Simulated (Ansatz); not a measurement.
The system is NiO.

```
CELL_PARAMETERS angstrom
2.78306 0.00000 0.00000
-1.39153 2.41020 0.00000
0.00000 0.00000 2.71613
ATOMIC_POSITIONS crystal
Ni 0.00000 0.00000 0.00000
O 0.66667 0.33333 0.50000
```

Measurements of this composition are mostly on another form, of space group No. 225.

Program: Ansatz 0.2.0. Alike in all runs: potentials or basis Ansatz PAW; spin collinear, ferromagnetic start; cell as given; k mesh 6 × 6 × 5; smearing fermi-dirac 0.05 eV; the mesh is coarse, so values aren't converged.

Task: Order these runs on this cell by their pressure, lowest first.
A. level HF; cutoff (eV) 420
B. level B3LYP; cutoff (eV) 420
C. level HSE06; cutoff (eV) 420; points for each segment of the path 4
D. level PBEsol0; cutoff (eV) 420
E. level r2SCAN50; cutoff (eV) 500

Result: D (-3.4 GPa), E (-0.2 GPa), C (3.9 GPa), B (11.1 GPa), A (17.0 GPa).

Caveats: all runs use coarse meshes; the magnetic or orbital state may not be the lowest; a cell with one magnetic atom can't hold antiferromagnetic order, which such compounds often take; the PAW data sets come from PBE, with cores solved anew for the run's functional, which leaves a small shift of forces and pressure; the thresholds are loose for stress; so large a pressure means that the cell lies far from this level's equilibrium, or that cutoff or potentials fall short (some runs).
